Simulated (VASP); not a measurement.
# Se (P3_221) in VASP: a series of runs

Runs on Se. Level: PBE. Tasks: single point.

Program: VASP 6.6.1. These are calculated values, not measurements. Logs are shortened: lines on timing, memory, paths and dates and some standing lists are left out, and cuts for length are marked.

## Step 1: The crystal as given

The structure is trigonal, space group P3_221 (No. 154). The conventional cell has a = 4.355 Å, b = 4.355 Å, c = 4.949 Å, α = 90.00°, β = 90.00°, γ = 120.00°. Around Se (site symmetry 2) lie 2 Se at 2.32 Å.

## Step 2: Single point, PBE

File INCAR:

```
SYSTEM = Se
PREC     = Accurate       ! precision mode
ENCUT    = 900            ! plane-wave cutoff, eV
EDIFF    = 1E-8           ! SCF threshold, eV
ISMEAR   = 0              ! smearing method
SIGMA    = 0.05           ! smearing width, eV
LREAL    = .FALSE.        ! projectors in reciprocal space
LASPH    = .TRUE.         ! aspherical terms in the spheres
NELM     = 100            ! most SCF steps
ALGO     = Normal         ! electronic algorithm
ISIF     = 2              ! what is computed and relaxed
LWAVE    = .FALSE.        ! write WAVECAR
LCHARG   = .FALSE.        ! write CHGCAR
GGA      = PE             ! functional
NBANDS   = 16             ! bands
ADDGRID  = .FALSE.
```

File KPOINTS:

```
Automatic mesh
0
G
  10 10 8
  0 0 0
```

File POSCAR:

```
Se
1.0
    4.3551700000      0.0000000000      0.0000000000
   -2.1775850000      3.7716878578      0.0000000000
    0.0000000000      0.0000000000      4.9494500000
Se
3
Direct
    0.7830000000      0.7830000000      0.5000000000
    0.0000000000      0.2170000000      0.8333333333
    0.2170000000      0.0000000000      0.1666666667
```

Potentials or basis: VASP PAW PBE potentials, release 64 (Se).

Started as:

```console
$ cat potpaw_PBE.64/Se/POTCAR > POTCAR
$ mpirun -np 1 vasp_std > vasp.out
```

OUTCAR:

```text
SYSTEM = Se
   PREC = Accurate
   ENCUT = 900
   EDIFF = 1E-8
   ISMEAR = 0
   LREAL = .FALSE.
   LASPH = .TRUE.
   NELM = 100
   ISIF = 2
   GGA = PE

 ion  position               nearest neighbor table
   1  0.783  0.783  0.500-   3 2.32   2 2.32
   2  0.000  0.217  0.833-   1 2.32   3 2.32
   3  0.217  0.000  0.167-   1 2.32   2 2.32

  LATTYP: Found a hexagonal cell.
 ALAT       =     4.3551700000
 C/A-ratio  =     1.1364539157

  Lattice vectors:

 A1 = (   4.3551700000,   0.0000000000,   0.0000000000)
 A2 = (  -2.1775850000,   3.7716878578,   0.0000000000)
 A3 = (   0.0000000000,   0.0000000000,   4.9494500000)

Analysis of symmetry for initial positions (statically):
=====================================================================
 Subroutine PRICEL returns:
 Original cell was already a primitive cell.

 Routine SETGRP: Setting up the symmetry group for a
 hexagonal supercell.

 Subroutine GETGRP returns: Found  6 space group operations
 (whereof  2 operations were pure point group operations)
 out of a pool of 24 trial point group operations.

The static configuration has the point symmetry C_2 .
 The point group associated with its full space group is D_3 .

Analysis of symmetry for dynamics (positions and initial velocities):
=====================================================================
 Subroutine PRICEL returns:
 Original cell was already a primitive cell.

 Routine SETGRP: Setting up the symmetry group for a
 hexagonal supercell.

 Subroutine GETGRP returns: Found  6 space group operations
 (whereof  2 operations were pure point group operations)
 out of a pool of 24 trial point group operations.

The dynamic configuration has the point symmetry C_2 .
 The point group associated with its full space group is D_3 .

 Subroutine INISYM returns: Found  6 space group operations
 (whereof  2 operations are pure point group operations),
 and found     1 'primitive' translations

----------------------------------------------------------------------------------------

                                     Primitive cell

  volume of cell :      81.3014

  direct lattice vectors                    reciprocal lattice vectors
     4.355170000  0.000000000  0.000000000     0.229612162  0.132566644  0.000000000
    -2.177585000  3.771687858  0.000000000     0.000000000  0.265133287  0.000000000
     0.000000000  0.000000000  4.949450000     0.000000000  0.000000000  0.202042651

  length of vectors
[... 68 lines left out ...]
   total plane-waves  NPLWV = 110592
   dimension x,y,z NGX =    48 NGY =   48 NGZ =   48
   dimension x,y,z NGXF=    96 NGYF=   96 NGZF=   96
   ions per type =               3
   NGX,Y,Z   is equivalent  to a cutoff of  18.32, 18.32, 16.12 a.u.
   NGXF,Y,Z  is equivalent  to a cutoff of  36.65, 36.65, 32.25 a.u.
 SYSTEM =  Se
   PREC   = accura    normal or accurate (medium, high low for compatibility)
   ISTART =      0    job   : 0-new  1-cont  2-samecut
   ICHARG =      2    charge: 1-file 2-atom 10-const
   ISPIN  =      1    spin polarized calculation?
   LNONCOLLINEAR =      F non collinear calculations
   LSORBIT =      F    spin-orbit coupling
   LASPH  =      T    aspherical Exc in radial PAW
   ENCUT  =  900.0 eV  66.15 Ry    8.13 a.u.  10.65 10.65 12.11*2*pi/ulx,y,z
   NELM   =    100;   NELMIN=  2; NELMDL= -5     # of ELM steps
   EDIFF  = 0.1E-07   stopping-criterion for ELM
   LREAL  =      F    real-space projection
   EDIFFG = 0.1E-06   stopping-criterion for IOM
   NSW    =      0    number of steps for IOM
   IBRION =     -1    ionic relax: 0-MD 1-quasi-New 2-CG
[... 14 lines left out ...]
     AMIX     =   0.40;   BMIX     =  1.00
     AMIX_MAG =   1.60;   BMIX_MAG =  1.00
  volume/ion in A,a.u.               =      27.10       182.88
  Fermi-wavevector in a.u.,A,eV,Ry     =   0.990375  1.871538 13.345178  0.980843
  Thomas-Fermi vector in A             =   2.122041
   LORBIT       =      0    0 simple, 1 ext, 2 COOP (PROOUT), +10 PAW based schemes
   GGA     = PE    functional components
[... 5 lines left out ...]
 non-spin polarized calculation
 Gauss-broadening in eV      SIGMA  =   0.05
  energy-cutoff  :      900.00
  volume of cell :       81.30
 maximum number of plane-waves:      5052
 NGX is ok and might be reduce to    48
   NGX = 21   NGY = 21   NGZ = 25

 number of electron      18.0000000 magnetization

 Free energy of the ion-electron system (eV)
  ---------------------------------------------------
  ext. energy  EPLUGINS =         0.00000000
  ---------------------------------------------------
  free energy    TOTEN  =       -10.37150498 eV

  energy without entropy =      -10.37150498  energy(sigma->0) =      -10.37150498

 E-fermi :   2.9689     XC(G=0):  -8.8321

 val. band max:        2.7680511264   @ k =   0.5000  -0.0000   0.5000
 cond. band min:       3.8362292219   @ k =   0.3000   0.3000   0.5000
 fundamental gap:      1.0681780955
 Fermi energy:         2.9689446465

 k-point     1 :       0.0000    0.0000    0.0000
  band No.  band energies     occupation
      1     -13.3916      2.00000
      2      -9.0796      2.00000
      3      -9.0796      2.00000
      4      -1.2334      2.00000
      5      -1.2334      2.00000
      6      -1.0294      2.00000
[... 433 lines left out ...]
      3      -8.6005      2.00000
      4      -2.5711      2.00000
      5      -2.3116      2.00000
      6      -0.7717      2.00000
[... 8 lines left out ...]
     15      12.3686      0.00000
     16      12.5569      0.00000

 [... further k-points ...]

------------------------ aborting loop because EDIFF is reached ----------------------------------------

  FORCE on cell =-STRESS in cart. coord.  units (eV):
  Direction    XX          YY          ZZ          XY          YZ          ZX
  --------------------------------------------------------------------------------------
  -------------------------------------------------------------------------------------
  Total        2.4099731      2.4099731      3.8634473      0.0000000      0.0000000      0.0000000
  in kB       47.4924941     47.4924941     76.1356011      0.0000000      0.0000000      0.0000000
  external PRESSURE =      57.0401964 kB  Pullay stress =       0.0000000 kB

 VOLUME and BASIS-vectors are now :
 -----------------------------------------------------------------------------
  energy-cutoff  :      900.00
  volume of cell :       81.30
      direct lattice vectors                 reciprocal lattice vectors
     4.355170000  0.000000000  0.000000000     0.229612162  0.132566644  0.000000000
    -2.177585000  3.771687858  0.000000000     0.000000000  0.265133287  0.000000000
     0.000000000  0.000000000  4.949450000     0.000000000  0.000000000  0.202042651

 POSITION                                       TOTAL-FORCE (eV/Angst)
 -----------------------------------------------------------------------------------
      1.70505      2.95323      2.47472        -0.593222     -1.027490     -0.000000
     -0.47254      0.81846      4.12454        -0.593222      1.027490     -0.000000
      0.94507      0.00000      0.82491         1.186443      0.000000      0.000000
 -----------------------------------------------------------------------------------
    total drift:                               -0.000000      0.000000      0.000000

  FREE ENERGIE OF THE ION-ELECTRON SYSTEM (eV)
  ---------------------------------------------------
  free  energy   TOTEN  =       -10.3715049754 eV

  energy  without entropy=      -10.3715049754  energy(sigma->0) =      -10.37150498
```

It took 2 min on 1 thread of Intel Xeon 6975P-C (Granite Rapids), shared host; peak memory 0.46 GiB.

What came out:

* Free energy: -10.3715 eV
* Pressure: 5.7 GPa
* Largest force: 1.186 eV/Å
* Band gap on the k mesh: 1.07 eV, indirect (least direct gap 1.26 eV)

Forces in eV/Å, atoms in the order of the input:
```
Se  -0.593 -1.027  0.000
Se  -0.593  1.027  0.000
Se   1.186  0.000  0.000
```

Levels at points of the mesh, in eV from the valence-band top:
| k point | band 7 | band 8 | band 9 | band 10 | band 11 | band 12 |
| --- | --- | --- | --- | --- | --- | --- |
| (0.00, 0.00, 0.00) | -2.20 | -2.20 | -0.42 | 2.05 | 2.05 | 2.44 |
| (0.50, 0.00, 0.00) | -2.97 | -1.97 | -1.07 | 2.07 | 2.60 | 4.32 |
| (0.00, 0.00, 0.50) | -1.58 | -1.58 | -1.23 | 1.27 | 1.42 | 1.42 |
| (0.50, 0.00, 0.50) | -1.87 | -1.44 | 0.00 | 1.54 | 2.81 | 3.16 |

Caveat: forces of over 1 eV/Å show positions far from the minimum, so gaps and moduli don't describe the material at rest.

## Step 3: Single point, PBE

INCAR, as its differences from that of step 2:

```diff
@@ -2,4 +2,4 @@
 PREC     = Accurate       ! precision mode
-ENCUT    = 900            ! plane-wave cutoff, eV
-EDIFF    = 1E-8           ! SCF threshold, eV
+ENCUT    = 250            ! plane-wave cutoff, eV
+EDIFF    = 1E-6           ! SCF threshold, eV
 ISMEAR   = 0              ! smearing method
```

File KPOINTS:

```
Automatic mesh
0
G
  2 2 1
  0 0 0
```

POSCAR is that of step 2.

Potentials or basis: VASP PAW PBE potentials, release 64 (Se).

Started as:

```console
$ cat potpaw_PBE.64/Se/POTCAR > POTCAR
$ mpirun -np 1 vasp_std > vasp.out
```

Wall time 2.6 s (1 thread of Intel Xeon 6975P-C (Granite Rapids), shared host); peak memory 0.13 GiB.

The run converged, but some of its settings lie outside the range that counts as converged, so its numbers aren't taken as properties of the crystal.

Results:

```yaml
Free_energy: -11.4517 eV
Pressure: 2.7 GPa
Largest_force: 0.584 eV/Å
Band_gap_on_the_k_mesh: 2.50 eV, direct
```

Caveat: the k mesh is coarse (spacing up to 1.27 Å⁻¹), so the values aren't converged; the cutoff is under 1.25 times the usual one of these potentials, so pressure, stress and relaxed cells hold a basis-set (Pulay) error; an odd mesh through Γ misses points on the zone boundary, where band edges often lie.

## Step 4: Single point, PBE

INCAR, as its differences from that of step 3:

```diff
@@ -2,3 +2,3 @@
 PREC     = Accurate       ! precision mode
-ENCUT    = 250            ! plane-wave cutoff, eV
+ENCUT    = 300            ! plane-wave cutoff, eV
 EDIFF    = 1E-6           ! SCF threshold, eV
```

KPOINTS is that of step 3.

POSCAR is that of step 3.

Potentials or basis: VASP PAW PBE potentials, release 64 (Se).

Started as:

```console
$ cat potpaw_PBE.64/Se/POTCAR > POTCAR
$ mpirun -np 1 vasp_std > vasp.out
```

OUTCAR:

```text
SYSTEM = Se
   PREC = Accurate
   ENCUT = 300
   EDIFF = 1E-6
   ISMEAR = 0
   LREAL = .FALSE.
   LASPH = .TRUE.
   NELM = 100
   ISIF = 2
   GGA = PE

 Found      2 irreducible k-points:

 Following reciprocal coordinates:
            Coordinates               Weight
  0.000000  0.000000  0.000000      1.000000
  0.500000  0.000000  0.000000      3.000000
   k-points           NKPTS =      2   k-points in BZ     NKDIM =      2   number of bands    NBANDS=     16
   number of dos      NEDOS =    301   number of ions     NIONS =      3
   total plane-waves  NPLWV =  21952
   dimension x,y,z NGX =    28 NGY =   28 NGZ =   28
   dimension x,y,z NGXF=    56 NGYF=   56 NGZF=   56
   ions per type =               3
   NGX,Y,Z   is equivalent  to a cutoff of  10.69, 10.69,  9.40 a.u.
   NGXF,Y,Z  is equivalent  to a cutoff of  21.38, 21.38, 18.81 a.u.
 SYSTEM =  Se
   PREC   = accura    normal or accurate (medium, high low for compatibility)
   ISTART =      0    job   : 0-new  1-cont  2-samecut
   ICHARG =      2    charge: 1-file 2-atom 10-const
   ISPIN  =      1    spin polarized calculation?
   LNONCOLLINEAR =      F non collinear calculations
   LSORBIT =      F    spin-orbit coupling
   LASPH  =      T    aspherical Exc in radial PAW
   ENCUT  =  300.0 eV  22.05 Ry    4.70 a.u.   6.15  6.15  6.99*2*pi/ulx,y,z
   NELM   =    100;   NELMIN=  2; NELMDL= -5     # of ELM steps
   EDIFF  = 0.1E-05   stopping-criterion for ELM
[... 18 lines left out ...]
     AMIX     =   0.40;   BMIX     =  1.00
     AMIX_MAG =   1.60;   BMIX_MAG =  1.00
  volume/ion in A,a.u.               =      27.10       182.88
  Fermi-wavevector in a.u.,A,eV,Ry     =   0.990375  1.871538 13.345178  0.980843
  Thomas-Fermi vector in A             =   2.122041
   LORBIT       =      0    0 simple, 1 ext, 2 COOP (PROOUT), +10 PAW based schemes
   GGA     = PE    functional components
[... 5 lines left out ...]
 non-spin polarized calculation
 Gauss-broadening in eV      SIGMA  =   0.05
  energy-cutoff  :      300.00
  volume of cell :       81.30
 maximum number of plane-waves:       973
 NGX is ok and might be reduce to    28
   NGX = 13   NGY = 13   NGZ = 13

 number of electron      17.9999998 magnetization

 Free energy of the ion-electron system (eV)
  ---------------------------------------------------
  ext. energy  EPLUGINS =         0.00000000
  ---------------------------------------------------
  free energy    TOTEN  =       -11.45524756 eV

  energy without entropy =      -11.45524756  energy(sigma->0) =      -11.45524756

 E-fermi :   2.6283     XC(G=0):  -8.8081

 val. band max:        2.3579817507   @ k =   0.0000   0.0000   0.0000
 cond. band min:       4.8552723075   @ k =   0.0000   0.0000   0.0000
 fundamental gap:      2.4972905568
 Fermi energy:         2.6282890259

 k-point     1 :       0.0000    0.0000    0.0000
  band No.  band energies     occupation
      1     -13.3137      2.00000
      2      -9.0347      2.00000
      3      -9.0347      2.00000
      4      -1.2041      2.00000
      5      -1.2041      2.00000
      6      -1.0172      2.00000
[... 8 lines left out ...]
     15       9.1873      0.00000
     16      11.1258      0.00000

 k-point     2 :       0.5000    0.0000    0.0000
  band No.  band energies     occupation
      1     -12.8707      2.00000
      2      -9.4814      2.00000
      3      -8.9770      2.00000
      4      -2.5751      2.00000
      5      -2.0538      2.00000
      6      -0.6932      2.00000
[... 8 lines left out ...]
     15      12.4451      0.00000
     16      12.4911      0.00000

------------------------ aborting loop because EDIFF is reached ----------------------------------------

  FORCE on cell =-STRESS in cart. coord.  units (eV):
  Direction    XX          YY          ZZ          XY          YZ          ZX
  --------------------------------------------------------------------------------------
  -------------------------------------------------------------------------------------
  Total        1.2372245      1.2372245      1.8359466      0.0000000      0.0000000      0.0000000
  in kB       24.3815492     24.3815492     36.1803558      0.0000000      0.0000000      0.0000000
  external PRESSURE =      28.3144847 kB  Pullay stress =       0.0000000 kB

 VOLUME and BASIS-vectors are now :
 -----------------------------------------------------------------------------
  energy-cutoff  :      300.00
  volume of cell :       81.30
      direct lattice vectors                 reciprocal lattice vectors
     4.355170000  0.000000000  0.000000000     0.229612162  0.132566644  0.000000000
    -2.177585000  3.771687858  0.000000000     0.000000000  0.265133287  0.000000000
     0.000000000  0.000000000  4.949450000     0.000000000  0.000000000  0.202042651

 POSITION                                       TOTAL-FORCE (eV/Angst)
 -----------------------------------------------------------------------------------
      1.70505      2.95323      2.47472         0.294194      0.509559      0.000000
     -0.47254      0.81846      4.12454         0.294194     -0.509559      0.000000
      0.94507      0.00000      0.82491        -0.588388     -0.000000     -0.000000
 -----------------------------------------------------------------------------------
    total drift:                                0.000004      0.000008      0.000000

  FREE ENERGIE OF THE ION-ELECTRON SYSTEM (eV)
  ---------------------------------------------------
  free  energy   TOTEN  =       -11.4552475623 eV

  energy  without entropy=      -11.4552475623  energy(sigma->0) =      -11.45524756
```

Wall time 2.9 s (1 thread of Intel Xeon 6975P-C (Granite Rapids), shared host); peak memory 0.14 GiB.

The run converged, but some of its settings lie outside the range that counts as converged, so its numbers aren't taken as properties of the crystal.

What came out:

| Quantity | Value |
| --- | --- |
| Free energy | -11.4552 eV |
| Pressure | 2.8 GPa |
| Largest force | 0.588 eV/Å |
| Band gap on the k mesh | 2.50 eV, direct |

Caveat: the k mesh is coarse (spacing up to 1.27 Å⁻¹), so the values aren't converged; an odd mesh through Γ misses points on the zone boundary, where band edges often lie.

## Step 5: For comparison

An earlier run on the cell as given: functional PBE; potentials or basis VASP PAW PBE potentials, release 64 (Se); cutoff 520 eV; k mesh 7 × 7 × 6; occupations fermi-dirac, width 0.05 eV; no spin polarisation.

- Pressure: 5.7 GPa
- Largest force: 1.188 eV/Å
- Band gap on the k mesh: 1.16 eV, indirect (least direct gap 1.38 eV)
